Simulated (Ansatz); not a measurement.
# Te (tellurium, measured cell): the cost of one run

Program: Ansatz 0.2.0. Level of theory: DFT r2SCAN, scalar-relativistic, plane waves, PAW. These are calculated values, not measurements.

## (1) The starting structure

Symmetry: P3_121, No. 152, trigonal system. The conventional cell has a = 4.457 Å, b = 4.457 Å, c = 5.929 Å, α = 90.00°, β = 90.00°, γ = 120.00°. Around Te (site symmetry 2) lie 2 Te at 2.84 Å.

As a file:

```
CELL_PARAMETERS angstrom
4.45700 0.00000 0.00000
-2.22850 3.85988 0.00000
0.00000 0.00000 5.92900
ATOMIC_POSITIONS crystal
Te 0.26330 0.00000 0.33333
Te 0.00000 0.26330 0.66667
Te 0.73670 0.73670 0.00000
```

## (2) Relaxing the atoms: Te (tellurium, measured cell), no spin

File input.yaml:

```yaml
crystal:
  lattice:
    - [4.457, 0.0, 0.0]
    - [-2.2285, 3.8598752247, 0.0]
    - [0.0, 0.0, 5.929]
  atoms:
    - { symbol: Te, position: [0.2633, 0.0, 0.3333333333] }
    - { symbol: Te, position: [0.0, 0.2633, 0.6666666667] }
    - { symbol: Te, position: [0.7367, 0.7367, 0.0] }
scf:
  occupations: { method: fixed }
output:
  forces: true
  stress: true
  eigenvalues: true
  write_density: true
  write_potential: true
  elf: true
  volumetric_format: npy
hamiltonian:
  xc: r2scan
basis:
  ecutwfc: 400
kpoints:
  mp_grid: { grid: [12, 12, 10] }
relax:
  f_tol: 0.0005
  max_steps: 60
```

Launch:

```sh
> ansatz run input.yaml --threads 1 --pin off --max-ram 2867MiB --backend cpu --events-out ev --progress --plain --runs-dir out
```

**Question.** How long does this run take on 1 thread of Intel Xeon at 2.30GHz, shared host, and how much memory does it need?

About 3.3 min, with a peak of 0.82 GiB.
